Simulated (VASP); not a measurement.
**C: single point with r2SCAN**

Crystal: C.

```
C
1.0
     0.00000    1.78337    1.78337
     1.78337    0.00000    1.78337
     1.78337    1.78337    0.00000
C
2
Direct
  0.00000 0.00000 0.00000
  0.25000 0.25000 0.25000
```

This isn't the form of C at room conditions, which is graphite.

```json
{
  "Program": "VASP 6.6.1",
  "Task": "single point",
  "Functional": "r2SCAN",
  "Potentials or basis": "VASP PAW PBE potentials, release 64 (C)",
  "Cutoff": "520 eV",
  "k mesh": "11 × 11 × 11",
  "Occupations": "fermi-dirac, width 0.02 eV",
  "Spin": "no spin polarisation",
  "Further INCAR settings": "ALGO = Normal; EDIFF = 1e-06"
}
```

* Pressure: -1.3 GPa
* Band gap on the k mesh: 4.32 eV, indirect (least direct gap 5.84 eV)

Levels at points of the mesh, in eV from the valence-band top:
```csv
k point,band 2,band 3,band 4,band 5,band 6,band 7
"(0.00, 0.00, 0.00)",0.00,0.00,0.00,5.84,5.84,5.84
```

Run time: 13 s on 4 MPI ranks on Intel(R) Xeon(R) Platinum 8375C CPU @ 2.90GHz (Ice Lake) (shared host), peak memory 0.11 GiB a rank.

Caveat: the PAW data sets were made with another functional, which shifts forces and pressure a little; an odd mesh through Γ misses points on the zone boundary, where band edges often lie.
